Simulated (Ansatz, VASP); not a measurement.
# One calculation of K, two programs

```
CELL_PARAMETERS angstrom
4.42738 0.00000 0.00000
0.00000 4.42738 0.00000
0.00000 0.00000 4.53627
ATOMIC_POSITIONS crystal
K 0.00000 0.00000 0.00000
```

Alike in both runs: task single point; functional PBE; k mesh 4 × 4 × 4; occupations gaussian, width 0.1 eV; no spin polarisation.

```csv
,VASP,Ansatz
version,VASP 6.6.1,Ansatz 0.2.0
potentials or method,"VASP PAW PBE potentials, release 64 (K_sv)","scalar-relativistic, plane waves, PAW"
plane-wave cutoff (eV),520,420
valence electrons in the cell,9,9
```

|  | VASP | Ansatz | Ansatz less VASP |
| --- | --- | --- | --- |
| gap on the k mesh at the Fermi level (eV) | none | none | - |
| pressure (GPa) | -0.3 | -0.3 | +0.01 |
| largest component of the traceless stress (GPa) | 0.13 | 0.13 | 0.000 |

A gap of «none» marks a metal or a gap that the smearing closes.
